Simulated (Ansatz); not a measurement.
Bi in Ansatz: the effect of functional

Bi:

```xyz
2
Lattice="3.5570 -3.1940 0.0000 3.5570 3.1940 0.0000 -1.2850 0.0000 3.1746" Properties=species:S:1:pos:R:3 pbc="T T T"
Bi    4.2556    0.0000    2.7219
Bi    1.5735    0.0000    0.4528
```

This isn't the form of Bi at room conditions, which is rhombohedral.

The cell isn't the ideal one: volume scaled by 1.06.

Alike in all runs:

| Quantity | Value |
| --- | --- |
| Program | Ansatz 0.2.0 |
| Task | single point |
| Potentials or basis | Ansatz PAW |
| k mesh | 6 × 6 × 9 |
| Occupations | fermi-dirac, width 0.05 eV |
| Spin | no spin polarisation |

```csv
functional,cutoff,pressure (GPa),largest force (eV/Å)
LDA,420 eV (not typed: the program's choice for these potentials),-5.7,0.16
PBEsol,420 eV (not typed: the program's choice for these potentials),?,?
r2SCAN,500 eV (not typed: the program's choice for these potentials),-3.3,0.22
```

**Question.** What does the run with functional PBEsol give?

**Answer.** Pressure -4.7 GPa; largest force 0.13 eV/Å.

Caveats: the PAW data sets come from PBE, with cores solved anew for the run's functional, which leaves a small shift of forces and pressure.
